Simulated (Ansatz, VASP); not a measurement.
# One calculation of LiF, two programs

File INCAR:

```
SYSTEM = LiF
ALGO = Fast ; EDIFF = 1E-6
ENCUT = 520 ; GGA = CA
ISIF = 2 ; ISMEAR = 0
LASPH = .TRUE. ; LCHARG = .FALSE.
LREAL = .FALSE. ; LWAVE = .FALSE.
NBANDS = 12 ; NELM = 80
PREC = Accurate ; SIGMA = 0.05
```

Contents of KPOINTS:

```
k-points
0
G
  10 10 10
  0 0 0
```

Contents of POSCAR:

```
LiF
1.0
    2.5339376700      0.0000000000      0.0000000000
    0.0000000000      2.5339376700      0.0000000000
    0.0000000000      0.0000000000      2.5595330000
Li F
1 1
Direct
    0.0000000000      0.0000000000      0.0000000000
    0.5000000000      0.5000000000      0.5000000000
```

Input for Ansatz:

```yaml
crystal:
  lattice:
    - [2.53393767, 0.0, 0.0]
    - [0.0, 2.53393767, 0.0]
    - [0.0, 0.0, 2.559533]
  atoms:
    - { symbol: Li, position: [0.0, 0.0, 0.0] }
    - { symbol: F, position: [0.5, 0.5, 0.5] }
basis:
  ecutwfc: 420
kpoints:
  mp_grid: { grid: [10, 10, 10] }
hamiltonian:
  xc: lda
scf:
  occupations: { method: gaussian, width: 0.05 }
output:
  forces: true
  stress: true
  eigenvalues: true
```

Change from the starting cell: strain -0.0100 x Voigt [1, 1, 0, 0, 0, 0], atoms carried along.

Alike in both runs: task single point; functional LDA; k mesh 10 × 10 × 10; occupations gaussian, width 0.05 eV; no spin polarisation.

|  | VASP | Ansatz |
| --- | --- | --- |
| version | VASP 6.6.1 | Ansatz 0.2.0 |
| potentials or method | VASP PAW LDA potentials, release 64 (Li_sv, F) | scalar-relativistic, plane waves, PAW |
| plane-wave cutoff (eV) | 520 | 420 |
| valence electrons in the cell | 10 | 10 |

|  | VASP | Ansatz | Ansatz less VASP |
| --- | --- | --- | --- |
| gap on the k mesh at the Fermi level (eV) | 7.44 | 7.45 | +0.005 |
| least direct gap on the mesh (eV) | 8.14 | 8.14 | +0.003 |

 A k mesh can miss the band edges.
